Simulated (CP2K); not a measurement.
BP in CP2K: the effect of functional

Crystal: BP.

```xyz
2
Lattice="3.2089 0.0000 0.0000 1.6044 2.7789 0.0000 1.6044 0.9263 2.6200" Properties=species:S:1:pos:R:3 pbc="T T T"
P     4.8133    2.7789    1.9650
B     0.0000    0.0000    0.0000
```

Alike in all runs:

| Item | Value |
| --- | --- |
| Program | CP2K 2026.2 |
| Task | atomic charges |
| Potentials or basis | POTENTIAL_UZH P GTH-PBE-q5, B GTH-PBE-q3; TZVP-MOLOPT-PBE-GTH basis |
| Density cutoff | 9184 eV |
| k mesh | 10 × 10 × 10 |
| Occupations | fermi-dirac, width 0.05 eV |
| Spin | no spin polarisation |

Q: One run gave: gap on the mesh 1.77 eV; pressure 5.4 GPa. Which functional did it use?
A. r2SCAN
B. vdW-DF2
C. PW91
D. LDA
E. WC

A: B.

```csv
functional,gap on the mesh (eV),pressure (GPa)
PBE,1.37,0.3
LDA,1.21,-1.1
WC,1.26,-1.2
vdW-DF2,1.77,5.4
PW91,1.40,0.4
r2SCAN,1.51,-0.4
```

Caveats: the basis of atomic orbitals isn't converged, which shifts pressures, moduli and gaps; the potentials were made for another functional, which shifts forces and pressure (some runs).

A k mesh can miss the band edges.
